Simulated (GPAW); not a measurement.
Crystal: InPd.

```xyz
2
Lattice="3.2719 0.0000 0.0000 0.0000 3.2719 0.0000 0.0000 0.0000 3.2719" Properties=species:S:1:pos:R:3 pbc="T T T"
In    0.0000    0.0000    0.0000
Pd    1.6359    1.6359    1.6359
```

The cell comes from a database or a generator and needn't be the stable form of this composition.

Base run:

| Item | Value |
| --- | --- |
| Program | GPAW 26.7.0 |
| Functional | revPBE |
| Potentials or basis | the program's PAW data sets (release 1.2.1) made for this functional |
| Cutoff | 600 eV |
| Basis | pw |
| k mesh | 8 × 8 × 8 |
| Occupations | fermi-dirac, width 0.05 eV |
| Spin | no spin polarisation |

Its results: pressure 5.8 GPa.

The run is repeated on the same cell with these changes: functional from revPBE to LDA. What comes out?

Pressure -7.2 GPa.

LDA binds more tightly than revPBE, so the same cell stands under less pressure.
